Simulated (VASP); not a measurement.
CeO, 4 atoms in the cell. It takes space group F-43m (No. 216, cubic). The conventional cell has a = 5.266 Å, b = 5.266 Å, c = 5.266 Å, α = 90.00°, β = 90.00°, γ = 90.00°. Ce (site symmetry -43m) has 4 O at 2.28 Å as nearest neighbours. Around O (site symmetry -43m) lie 4 Ce at 2.28 Å. The cell comes from a database or a generator and needn't be the stable form of this composition.

- Program: VASP 6.6.1
- Task: single point
- Functional: PBE
- Potentials or basis: VASP PAW PBE potentials, release 64 (Ce, O)
- Cutoff: 520 eV
- k mesh: 6 × 6 × 6
- Occupations: gaussian, width 0.05 eV
- Spin: collinear spin, ferrimagnetic start
- Starting moments: [1.0, -0.5, 0.0, 0.0] μB
- Hubbard terms: Ce f U = 5 eV
- Supercell matrix: [1, 0, 0, 0, 1, 0, 0, 0, 2]
- Further INCAR settings: ALGO = Normal; EDIFF = 1e-06; NBANDS = 30

Potentials or basis: VASP PAW PBE potentials, release 64 (Ce, O).

Launch:

```sh
$ cat potpaw_PBE.64/Ce/POTCAR potpaw_PBE.64/O/POTCAR > POTCAR
$ mpirun -np 1 vasp_std > vasp.out
```

Hardware: 1 thread of Intel(R) Xeon(R) 6975P-C (Granite Rapids) (shared host).

Q: Estimate the wall time of this run.

A: It took 3 min on 1 thread of Intel(R) Xeon(R) 6975P-C (Granite Rapids), with other jobs on the host, peak memory 0.3 GiB. Counts: scf iterations 25, k points 32.
